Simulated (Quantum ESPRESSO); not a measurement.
**NiO2 under changes of volume**

One of the cells (10.443 Å³/atom); the others are scaled copies at fixed shape and fractional positions:

```
CELL_PARAMETERS angstrom
2.79878 0.00000 0.00000
-1.39939 2.42382 0.00000
0.00000 0.00000 4.61827
ATOMIC_POSITIONS crystal
Ni 0.00000 0.00000 0.50000
O 0.33333 0.66667 0.29396
O 0.66667 0.33333 0.70604
```

The cell comes from a database or a generator and needn't be the stable form of this composition.

- Program: Quantum ESPRESSO 7.5
- Functional: LDA
- Potentials or basis: GBRV 1.5 LDA
- Cutoff: 612 eV
- Density cutoff: 4898 eV
- k mesh: 11 × 11 × 6
- Occupations: fermi-dirac, width 0.05 eV
- Spin: collinear spin, ferromagnetic start
- Starting moments: [1.0, 0.0, 0.0] μB

```tsv
volume (Å³/atom)	energy over the lowest point (meV/atom)	pressure (GPa)	gap on the mesh (eV)	largest force (eV/Å)
9.816	0.29	2.3	0.94	0.103
10.025	0.00	-2.4	0.92	0.216
10.234	5.59	-6.7	0.89	0.509
10.443	16.40	-10.4	0.87	0.778
10.652	31.84	-13.8	0.85	1.024
10.861	51.41	-16.7	0.83	1.251
11.070	?	?	?	?
```

What does the run at 11.070 Å³/atom give?

Energy over the lowest point 74.64 meV/atom; pressure -19.4 GPa; gap on the mesh 0.81 eV; largest force 1.458 eV/Å.

Worked out: A Birch-Murnaghan fit of order 3 (a polynomial in V^(-2/3)) to the other rows has its minimum at 9.93 Å³/atom with B0 = V·E''(V) = 226 GPa and B' = 4.6 at fixed shape and positions, which overstates the stiffness. It gives 74.63 meV/atom at 11.070 Å³/atom, against the run's 74.64, and -dE/dV = -19.1 GPa, against -19.4. A straight line through the other rows of the gap, of slope -1.1 eV per unit of ln V, extrapolates to 0.81 eV, against the run's 0.81.

Energies are extrapolated to zero smearing.

Caveats: an odd mesh through Γ misses points on the zone boundary, where band edges often lie; forces of over 1 eV/Å show positions far from the minimum, so gaps and moduli don't describe the material at rest (some runs).
